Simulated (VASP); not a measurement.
# Black phosphorene and its bilayer, part 2 of 8

What are the lattice, gap and band positions of black phosphorene, and what does a second sheet change?

VASP 6.6.1; PBE with D3(BJ); plane waves and PAW (P).

So far. Step 2 (Relaxing the monolayer): The run ended after 8 ionic steps, 0.023 eV below its first step, once forces and stress met EDIFFG = -0.015. Step 3 (A second relaxation): The start already met the threshold, so nothing moved.

## Step 4: Potential and states of the slab

A static run writes the electrostatic potential without exchange and correlation (LVHAR), which is flat in the vacuum and gives the level to count from. The dipole correction cancels the field that unlike faces would set up across the vacuum.

Input file INCAR:

```
SYSTEM = P
PREC = Normal
ENCUT = 350
EDIFF = 1E-06
NELM = 120
ISMEAR = 0
SIGMA = 0.03
LREAL = .FALSE.
ALGO = Fast
GGA = PE
IVDW = 12
NBANDS = 16
LORBIT = 11
LWAVE = .FALSE.
LCHARG = .TRUE.
IDIPOL = 3
LDIPOL = .TRUE.
DIPOL = 0.5 0.5 0.5
LVHAR = .TRUE.
LVACPOTAV = .TRUE.
NEDOS = 1500
LELF = .TRUE.
```

Input file POSCAR:

```
P
1.0
    4.4348820646      0.0000000000      0.0000000000
    0.0000000000      3.2914999311      0.0000000000
    0.0000000000      0.0000000000     22.0000000000
P
4
Direct
    0.0826895819      0.0000000000      0.4518833794
    0.4173104181      0.5000000000      0.4518833794
    0.5826895819      0.5000000000      0.5481166206
    0.9173104181      0.0000000000      0.5481166206
```

Input file KPOINTS:

```
Automatic mesh
0
Gamma
7 9 1
0 0 0
```

Input file KPOINTS_OPT:

```
Line mode
14
Line-mode
Reciprocal
  0.00000000   0.00000000   0.00000000 GAMMA
 -0.50000000   0.00000000   0.00000000 X

 -0.50000000   0.00000000   0.00000000 X
 -0.50000000  -0.50000000   0.00000000 S

 -0.50000000  -0.50000000   0.00000000 S
  0.00000000  -0.50000000   0.00000000 Y

  0.00000000  -0.50000000   0.00000000 Y
  0.00000000   0.00000000   0.00000000 GAMMA

  0.00000000   0.00000000   0.00000000 GAMMA
 -0.50000000  -0.50000000   0.00000000 S
```

Potentials, in the order of the species: P (PBE family, release 64).

Started as:

```console
> mpirun -np 4 vasp_std
```

The program printed:

```text
[banner, memory and clock lines left out]
running    4 mpi-ranks, on    1 nodes
 distrk:  each k-point on    4 cores,    1 groups
 distr:  one band on    1 cores,    4 groups

 POSCAR found type information on POSCAR P
 POSCAR found :  1 types and       4 ions
 LDA part: xc-table for (Slater+PW92), standard interpolation
 POSCAR, INCAR and KPOINTS ok, starting setup
 FFT: planning ... GRIDC
 FFT: planning ... GRID_SOFT
 FFT: planning ... GRID
 WAVECAR not read
 entering main loop
       N       E                     dE             d eps       ncg     rms          rms(c)
DAV:   1     0.116170959092E+03    0.11617E+03   -0.54442E+03   648   0.648E+02
DAV:   2    -0.826019158349E+01   -0.12443E+03   -0.11878E+03   992   0.144E+02
DAV:   3    -0.213830931449E+02   -0.13123E+02   -0.13060E+02   896   0.562E+01
DAV:   4    -0.216431848335E+02   -0.26009E+00   -0.25919E+00   896   0.994E+00
DAV:   5    -0.216524184050E+02   -0.92336E-02   -0.92323E-02  1000   0.166E+00    0.104E+01
RMM:   6    -0.215008189757E+02    0.15160E+00   -0.82088E-02   671   0.139E+00    0.623E+00
RMM:   7    -0.214282781742E+02    0.72541E-01   -0.20210E-01   722   0.220E+00    0.287E-01
RMM:   8    -0.214267692415E+02    0.15089E-02   -0.17649E-02   734   0.863E-01    0.818E-02
RMM:   9    -0.214268814923E+02   -0.11225E-03   -0.39864E-03   843   0.383E-01    0.117E-01
RMM:  10    -0.214269260933E+02   -0.44601E-04   -0.64511E-04   867   0.153E-01    0.735E-02
RMM:  11    -0.214271405487E+02   -0.21446E-03   -0.72638E-04   778   0.117E-01    0.849E-02
RMM:  12    -0.214271990112E+02   -0.58462E-04   -0.13874E-04   892   0.589E-02    0.586E-02
RMM:  13    -0.214275774822E+02   -0.37847E-03   -0.76134E-05   753   0.400E-02    0.190E-02
RMM:  14    -0.214278796392E+02   -0.30216E-03   -0.84882E-05   827   0.336E-02    0.230E-02
RMM:  15    -0.214279859899E+02   -0.10635E-03   -0.17805E-05   758   0.197E-02    0.127E-02
RMM:  16    -0.214280621853E+02   -0.76195E-04   -0.39419E-06   664   0.107E-02    0.219E-03
RMM:  17    -0.214281068375E+02   -0.44652E-04   -0.24915E-06   639   0.695E-03    0.628E-04
RMM:  18    -0.214281138664E+02   -0.70290E-05   -0.66552E-07   533   0.332E-03    0.250E-03
RMM:  19    -0.214281177818E+02   -0.39154E-05   -0.19545E-07   403   0.203E-03    0.343E-04
RMM:  20    -0.214281184957E+02   -0.71385E-06   -0.42440E-08   281   0.148E-03
|                                                                             |
|           W    W    AA    RRRRR   N    N  II  N    N   GGGG   !!!           |
|           W    W   A  A   R    R  NN   N  II  NN   N  G    G  !!!           |
|           W    W  A    A  R    R  N N  N  II  N N  N  G       !!!           |
|           W WW W  AAAAAA  RRRRR   N  N N  II  N  N N  G  GGG   !            |
|           WW  WW  A    A  R   R   N   NN  II  N   NN  G    G                |
|           W    W  A    A  R    R  N    N  II  N    N   GGGG   !!!           |
|                                                                             |
|     Did not find any points to average over, which means that no vacuum     |
|     field-free region was found. Please increase the size of  your cell     |
|     in the dimension of the dipole correction to obtain accurate            |
|     workfunction values.                                                    |
|                                                                             |

   1 F= -.22421322E+02 E0= -.22421322E+02  d E =-.317407E-11
 Start KPOINTS_OPT (optional k-point list driver)
k-point batch [1-20\70]
       N       E                     dE             ncg
DAV:   1    -0.899806780347E+03   -0.50320E+04      640
DAV:   2    -0.304059806579E+04   -0.21408E+04     1104
DAV:   3    -0.328603325371E+04   -0.24544E+03      864
DAV:   4    -0.329121622737E+04   -0.51830E+01      944
DAV:   5    -0.329134876548E+04   -0.13254E+00      984
DAV:   6    -0.329135058641E+04   -0.18209E-02      928
DAV:   7    -0.329135066619E+04   -0.79783E-04     1032
DAV:   8    -0.329135066764E+04   -0.14445E-05      768
DAV:   9    -0.329135066776E+04   -0.12392E-06      696
[...]
k-point batch [61-70\70]
       N       E                     dE             ncg
DAV:   1     0.391526782236E+02   -0.45452E+04      320
DAV:   2    -0.123647709421E+04   -0.12756E+04      472
DAV:   3    -0.135949290091E+04   -0.12302E+03      432
DAV:   4    -0.136187398308E+04   -0.23811E+01      456
DAV:   5    -0.136194786097E+04   -0.73878E-01      480
DAV:   6    -0.136195057176E+04   -0.27108E-02      496
DAV:   7    -0.136195061903E+04   -0.47275E-04      488
DAV:   8    -0.136195062110E+04   -0.20731E-05      424
DAV:   9    -0.136195062115E+04   -0.47228E-07      368
```

Run time: 17 s. Hardware: 4 MPI ranks of Intel Xeon 6975P-C (Granite Rapids), shared host; peak memory 0.61 GiB.

From OUTCAR (step 4):

```text
 Found     20 irreducible k-points:

   NELECT =      20.0000    total number of electrons

 E-fermi :  -2.1816

 k-point     1 :       0.0000    0.0000    0.0000
  band No.  band energies     occupation
    ...
      6      -6.8426      2.00000
      7      -5.7895      2.00000
      8      -4.1864      2.00000
      9      -4.0816      2.00000
     10      -2.3097      2.00000
     11      -1.5649      0.00000
     12      -0.7455      0.00000
     13       0.4269      0.00000
     14       1.1510      0.00000
     15       2.0480      0.00000
    ...

 k-point     2 :       0.1429    0.0000    0.0000
  band No.  band energies     occupation
    ...
      6      -6.5298      2.00000
      7      -5.7030      2.00000
      8      -4.1433      2.00000
      9      -3.6209      2.00000
     10      -3.0216      2.00000
     11      -0.9477      0.00000
     12      -0.6541      0.00000
     13       0.2132      0.00000
     14       1.0111      0.00000
     15       2.2708      0.00000
    ...

 Edisp (eV)   -0.99320

  Total       0.01780     0.03715     0.02339     0.00000     0.00000     0.00000
  in kB       0.08882     0.18532     0.11670     0.00000     0.00000     0.00000
  external pressure =        0.13 kB  Pullay stress =        0.00 kB

 POSITION                                       TOTAL-FORCE (eV/Angst)
 -----------------------------------------------------------------------------------
      0.36672      0.00000      9.94143         0.001605      0.000000     -0.014546
      1.85072      1.64575      9.94143        -0.001605     -0.000000     -0.014546
      2.58416      1.64575     12.05857         0.001605      0.000000      0.014546
      4.06816      0.00000     12.05857        -0.001605     -0.000000      0.014546
 -----------------------------------------------------------------------------------
    total drift:                                0.000000     -0.000000      0.000000

  FREE ENERGIE OF THE ION-ELECTRON SYSTEM (eV)
  ---------------------------------------------------
  free  energy   TOTEN  =       -22.4213222601 eV

  energy  without entropy=      -22.4213222601  energy(sigma->0) =      -22.42132226

 vacuum level on the upper side and lower side of the slab         2.602         2.602

[... 12 parts as in an earlier step ...]

[... 4 further parts left out ...]
```

Numbers from this step:

```yaml
electronic_cycles: 20
fermi_energy: -2.182 eV
least_gap_on_mesh_and_path: 0.7428 eV
least_direct_gap_on_mesh_and_path: 0.7448 eV
vacuum_levels: 2.602, 2.602 eV
ionisation_potentials_of_the_upper_and_lower_face: 4.910, 4.910 eV
electron_affinities_of_the_upper_and_lower_face: 4.167, 4.167 eV
```

The electronic bands at the labelled points (eV, zero at the valence-band top; v1 is the highest filled band, c1 the lowest empty one):

| point | v4 | v3 | v2 | v1 | c1 | c2 | c3 | c4 |
| --- | --- | --- | --- | --- | --- | --- | --- | --- |
| Γ | -3.48 | -1.88 | -1.77 | 0.00 | 0.74 | 1.56 | 2.73 | 3.46 |
| 0.46 of the way | -3.26 | -1.94 | -1.33 | -0.71 | 1.73 | 1.96 | 2.22 | 3.19 |
| X | -2.58 | -2.58 | -1.05 | -1.05 | 2.11 | 2.11 | 3.49 | 3.49 |
| 0.54 of the way | -2.97 | -2.97 | -1.57 | -1.57 | 2.91 | 2.91 | 3.63 | 3.63 |
| S | -4.88 | -4.88 | -1.31 | -1.31 | 2.42 | 2.42 | 4.27 | 4.27 |
| 0.46 of the way | -3.90 | -3.90 | -1.41 | -1.41 | 1.94 | 1.94 | 3.06 | 3.06 |
| Y | -2.75 | -2.75 | -2.04 | -2.04 | 1.30 | 1.30 | 1.95 | 1.95 |
| 0.54 of the way | -4.17 | -3.00 | -1.70 | -0.38 | 1.35 | 1.40 | 3.55 | 3.87 |
| Γ | -3.48 | -1.88 | -1.77 | 0.00 | 0.74 | 1.56 | 2.73 | 3.46 |
| 0.46 of the way | -3.51 | -2.77 | -1.53 | -1.17 | 2.07 | 2.29 | 2.58 | 4.67 |
| S | -4.88 | -4.88 | -1.31 | -1.31 | 2.42 | 2.42 | 4.27 | 4.27 |

Zero at the Fermi level. The planar average of the electrostatic potential by height:

| height (Å) | planar average of the electrostatic potential (eV) |
| --- | --- |
| 0 | 4.78 |
| 1 | 4.78 |
| 2 | 4.78 |
| 3 | 4.78 |
| 4 | 4.78 |
| 5 | 4.78 |
| 6 | 4.78 |
| 7 | 4.77 |
| 8 | 4.60 |
| 9 | 1.22 |
| 10 | -18.1 |
| 11 | -0.517 |
| 12 | -18.1 |
| 13 | 1.22 |
| 14 | 4.60 |
| 15 | 4.77 |
| 16 | 4.78 |
| 17 | 4.78 |
| 18 | 4.78 |
| 19 | 4.78 |
| 20 | 4.78 |
| 21 | 4.78 |

ELF in the ca plane at fractional y = 0.000, with atoms of P within 0.2 Å of it. It is the smooth field of the valence electrons, not physical close to the nuclei.

Values, 7 rows by 16 columns, each cell a mean:
```
0.00 0.00 0.00 0.00 0.00 0.02 0.10 0.70 0.95 0.80 0.65 0.55 0.81 0.24 0.03 0.00
0.00 0.00 0.00 0.00 0.00 0.00 0.01 0.14 0.43 0.31 0.50 0.54 0.35 0.05 0.00 0.00
0.00 0.00 0.00 0.00 0.00 0.00 0.00 0.01 0.04 0.05 0.24 0.28 0.07 0.01 0.00 0.00
0.00 0.00 0.00 0.00 0.00 0.00 0.00 0.02 0.09 0.12 0.06 0.08 0.02 0.00 0.00 0.00
0.00 0.00 0.00 0.00 0.00 0.00 0.01 0.06 0.31 0.43 0.11 0.08 0.03 0.00 0.00 0.00
0.00 0.00 0.00 0.00 0.00 0.01 0.04 0.39 0.60 0.50 0.50 0.69 0.48 0.07 0.00 0.00
0.00 0.00 0.00 0.00 0.00 0.04 0.15 0.77 0.84 0.60 0.83 0.89 0.90 0.31 0.05 0.00
```
Columns run along c (16.0 Å, from fractional 0.05 to 0.78 of the cell), rows up along a (4.4 Å). Atoms in or near the plane, at fractional coordinates: P at (0.45, 0.08), P at (0.55, 0.92).

Valence density in the ca plane at fractional y = 0.000, with atoms of P within 0.2 Å of it. It is the smooth field of the valence electrons, not physical close to the nuclei.

Ten even steps from '0' (-0.12 e/Å³) to '9' (0.79 e/Å³), each cell a mean:
```
11111111111111111111125898889603952111111111
11111111111111111111123455557635742111111111
11111111111111111111112222235777532111111111
11111111111111111111111111223555321111111111
11111111111111111111111111122333211111111111
11111111111111111111111222222222211111111111
11111111111111111111112222221121111111111111
11111111111111111111112344322111111111111111
11111111111111111111123577532222111111111111
11111111111111111111125766754333321111111111
11111111111111111111137702876777532111111111
11111111111111111111137845999978842111111111
```
Columns run along c (16.0 Å, from fractional 0.05 to 0.78 of the cell), rows up along a (4.4 Å). Atoms in or near the plane, at fractional coordinates: P at (0.45, 0.08), P at (0.55, 0.92).

The vacuum level lies 4.91 eV above the highest filled level at the upper face; both faces agree, as the slab has next to no dipole.

The program found no field-free point at its default tolerance, but its printed level agrees with the flat part of the planar average.

## Step 5: The slab in a field, field -0.1

A field across the slab, with the atoms held, gives the electronic response: the dipole changes linearly with the field, and the energy has a linear term from the slab's own dipole and a quadratic one from its polarisability.

Input file INCAR:

```
SYSTEM = P
PREC = Normal
ENCUT = 350
EDIFF = 1E-06
NELM = 120
ISMEAR = 0
SIGMA = 0.03
LREAL = .FALSE.
ALGO = Fast
GGA = PE
IVDW = 12
NBANDS = 16
LORBIT = 11
LWAVE = .FALSE.
LCHARG = .FALSE.
KPAR = 4
IDIPOL = 3
LDIPOL = .TRUE.
DIPOL = 0.5 0.5 0.5
EFIELD = -0.1
```

POSCAR is that of step 4.

KPOINTS is that of step 4.

Started as:

```console
> mpirun -np 4 vasp_std
```

The program printed:

```text
[... set-up lines as in an earlier step ...]
 entering main loop
       N       E                     dE             d eps       ncg     rms          rms(c)
DAV:   1     0.115907796169E+03    0.11591E+03   -0.54455E+03   648   0.648E+02
DAV:   2    -0.861587475770E+01   -0.12452E+03   -0.11910E+03  1032   0.144E+02
DAV:   3    -0.214027849696E+02   -0.12787E+02   -0.12733E+02   888   0.558E+01
DAV:   4    -0.216576748469E+02   -0.25489E+00   -0.25428E+00   968   0.987E+00
DAV:   5    -0.216651368058E+02   -0.74620E-02   -0.74609E-02   960   0.145E+00    0.104E+01
RMM:   6    -0.215025840201E+02    0.16255E+00   -0.10026E-01   710   0.146E+00    0.623E+00
RMM:   7    -0.214298744604E+02    0.72710E-01   -0.20113E-01   718   0.218E+00    0.290E-01
RMM:   8    -0.214298997806E+02   -0.25320E-04   -0.17639E-02   805   0.865E-01    0.216E-01
RMM:   9    -0.214288475064E+02    0.10523E-02   -0.38198E-03   795   0.403E-01    0.541E-02
RMM:  10    -0.214288596677E+02   -0.12161E-04   -0.11673E-03   928   0.196E-01    0.748E-02
RMM:  11    -0.214289747338E+02   -0.11507E-03   -0.35746E-04   779   0.878E-02    0.820E-02
RMM:  12    -0.214291074861E+02   -0.13275E-03   -0.20460E-04   815   0.620E-02    0.391E-02
RMM:  13    -0.214296169417E+02   -0.50946E-03   -0.12136E-04   795   0.489E-02    0.167E-02
RMM:  14    -0.214297144277E+02   -0.97486E-04   -0.26814E-05   792   0.247E-02    0.147E-02
RMM:  15    -0.214299011921E+02   -0.18676E-03   -0.10887E-05   698   0.151E-02    0.930E-03
RMM:  16    -0.214299216229E+02   -0.20431E-04   -0.36651E-06   630   0.816E-03    0.917E-03
RMM:  17    -0.214299583018E+02   -0.36679E-04   -0.22181E-06   627   0.607E-03    0.142E-03
RMM:  18    -0.214299624572E+02   -0.41554E-05   -0.40019E-07   524   0.298E-03    0.848E-04
RMM:  19    -0.214299654725E+02   -0.30154E-05   -0.17435E-07   408   0.210E-03    0.253E-04
RMM:  20    -0.214299660388E+02   -0.56630E-06   -0.50197E-08   293   0.152E-03
   1 F= -.22423170E+02 E0= -.22423170E+02  d E =-.204089E-19
```

It took 7 s on 4 MPI ranks; peak memory 0.78 GiB.

OUTCAR, selected parts (step 5):

```text
   NELECT =      20.0000    total number of electrons

 dipolmoment           0.000000      0.000000     -0.036909 electrons x Angstroem

 E-fermi :  -2.1274

 k-point     1 :       0.0000    0.0000    0.0000
  band No.  band energies     occupation
    ...
      6      -6.8430      2.00000
      7      -5.7898      2.00000
      8      -4.1869      2.00000
      9      -4.0820      2.00000
     10      -2.3101      2.00000
     11      -1.5657      0.00000
     12      -0.7459      0.00000
     13       0.4266      0.00000
     14       1.1506      0.00000
     15       1.8552      0.00000
    ...

 Edisp (eV)   -0.99320

  Total       0.01917     0.03832     0.02081     0.00000     0.00000     0.00000
  in kB       0.09562     0.19118     0.10382     0.00000     0.00000     0.00000
  external pressure =        0.13 kB  Pullay stress =        0.00 kB

 POSITION                                       TOTAL-FORCE (eV/Angst)
 -----------------------------------------------------------------------------------
      0.36672      0.00000      9.94143         0.003147      0.000000     -0.014528
      1.85072      1.64575      9.94143        -0.003147      0.000000     -0.014528
      2.58416      1.64575     12.05857         0.000328      0.000000      0.014528
      4.06816      0.00000     12.05857        -0.000328      0.000000      0.014528
 -----------------------------------------------------------------------------------
    total drift:                                0.000000     -0.000000     -0.000082

  FREE ENERGIE OF THE ION-ELECTRON SYSTEM (eV)
  ---------------------------------------------------
  free  energy   TOTEN  =       -22.4231698033 eV

  energy  without entropy=      -22.4231698033  energy(sigma->0) =      -22.42316980

 vacuum level on the upper side and lower side of the slab         3.322         1.672

[... 9 parts as in an earlier step ...]

[... 8 further parts left out ...]
```

Numbers from this step:

```
Fermi energy                   : -2.127 eV
dipole moment                  : 0, 0, -0.03691 e·Å
gap on the k-mesh              : 0.7444 eV
least direct gap on the k-mesh : 0.7444 eV
```

VASP counts the dipole in electrons times Å, so a positive number points the physical dipole along −c. A positive EFIELD is likewise a physical field along −c.

Energy at zero smearing: -22.42317 eV.

## Step 6: The slab in a field, field 0.1

INCAR, as its differences from that of step 5:

```diff
@@ -19,2 +19,2 @@
 DIPOL = 0.5 0.5 0.5
-EFIELD = -0.1
+EFIELD = 0.1
```

POSCAR is that of step 5.

KPOINTS is that of step 5.

Started as:

```console
> mpirun -np 4 vasp_std
```

The program printed:

```text
[... set-up lines as in an earlier step ...]
 entering main loop
       N       E                     dE             d eps       ncg     rms          rms(c)
DAV:   1     0.115646811118E+03    0.11565E+03   -0.54474E+03   648   0.648E+02
DAV:   2    -0.815691123820E+01   -0.12380E+03   -0.11821E+03   992   0.144E+02
DAV:   3    -0.213882558321E+02   -0.13231E+02   -0.13093E+02   896   0.561E+01
DAV:   4    -0.216573088772E+02   -0.26905E+00   -0.26848E+00   944   0.100E+01
[...]
RMM:  18    -0.214299625830E+02   -0.41882E-05   -0.39832E-07   525   0.296E-03    0.591E-04
RMM:  19    -0.214299653943E+02   -0.28113E-05   -0.16647E-07   398   0.203E-03    0.226E-04
RMM:  20    -0.214299660541E+02   -0.65986E-06   -0.51995E-08   295   0.152E-03
   1 F= -.22423170E+02 E0= -.22423170E+02  d E =-.205337E-19
```

It took 8.4 s on 4 MPI ranks; peak memory 0.78 GiB.

From OUTCAR (step 6):

```text
 Edisp (eV)   -0.99320

  Total       0.01917     0.03833     0.02088     0.00000     0.00000     0.00000
  in kB       0.09563     0.19124     0.10415     0.00000     0.00000     0.00000
  external pressure =        0.13 kB  Pullay stress =        0.00 kB

 POSITION                                       TOTAL-FORCE (eV/Angst)
 -----------------------------------------------------------------------------------
      0.36672      0.00000      9.94143         0.000334      0.000000     -0.014523
      1.85072      1.64575      9.94143        -0.000334      0.000000     -0.014523
      2.58416      1.64575     12.05857         0.003152      0.000000      0.014523
      4.06816      0.00000     12.05857        -0.003152      0.000000      0.014523
 -----------------------------------------------------------------------------------
    total drift:                                0.000000     -0.000000      0.000089

  FREE ENERGIE OF THE ION-ELECTRON SYSTEM (eV)
  ---------------------------------------------------
  free  energy   TOTEN  =       -22.4231698186 eV

  energy  without entropy=      -22.4231698186  energy(sigma->0) =      -22.42316982

[... 2 parts as in an earlier step ...]

[... 1 further part left out ...]
[key lines of the parts left out:]
E-fermi :  -2.1274
```

This step gave:

```yaml
dipole_moment: 0, 0, 0.03691 e·Å
```

Energy at zero smearing: -22.42317 eV.

[end of part 2 of 8]

[Lines on the potential files, build, host, timing and source positions are cut from VASP's logs without a mark.]

[Logs are printed without paths, hosts, clocks, repeated set-up lines and the standing remarks that a program may print on its own settings, such as how far it seeks lower states.]

[Hosts, paths, dates, database ids (printed as entryN), source tags and the programs' standing remarks are cut or masked in the printed files.]

[Runs that stopped without an error message from VASP are left out.]
